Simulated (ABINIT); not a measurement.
**NiO: phonons with PW91+U**

Crystal: NiO.

```xyz
2
Lattice="0.0000 2.0810 2.0810 2.0810 0.0000 2.0810 2.0810 2.0810 0.0000" Properties=species:S:1:pos:R:3 pbc="T T T"
Ni    0.0000    0.0000    0.0000
O     2.0810    2.0810    2.0810
```

The cell isn't the ideal one: cell relaxed at zero pressure by an earlier run.

```json
{
  "Program": "ABINIT 10.8.3 (patched build)",
  "Task": "phonons",
  "Functional": "PW91",
  "Potentials or basis": "JTH PAW PBE v2.0",
  "Cutoff": "1116 eV",
  "k mesh": "6 × 6 × 6, with 4 shifts",
  "Occupations": "fermi-dirac, width 0.05 eV",
  "Spin": "collinear spin, ferromagnetic start",
  "Starting moments": "[1.0, 0.0] μB",
  "Hubbard terms": "Ni d U = 2 eV",
  "Double counting (usepawu)": "1",
  "Occupation projector (dmatpuopt)": "1",
  "Cutoff smearing ecutsm (Ha)": "0.5",
  "Stop of the response cycle (tolvrs)": "1e-08",
  "Acoustic sum rule (asr)": "2",
  "Fine-grid cutoff": "1714.32 eV"
}
```

```json
{
  "Pressure": "-0.1 GPa",
  "Net moment": "0.00 μB per cell",
  "Highest phonon frequency at Γ, LO-TO splitting left out": "364 cm⁻¹"
}
```

Phonon frequencies in cm⁻¹ (negative: imaginary):
```csv
q point,frequencies
"(0.000, 0.000, 0.000)",0 0 0 364 364 364
```

Run time: 26 min on 1 thread of Arm Neoverse V1 (shared host), peak memory 1.1 GiB.

Caveat: the mesh is coarse for a metal's response; this build's spin-polarised response under this functional may be imprecise; this build's PW91 may differ from other programs'; the PAW data sets were made with another functional, which shifts forces and pressure a little. The state reached can hang on the start; a lower one may exist.
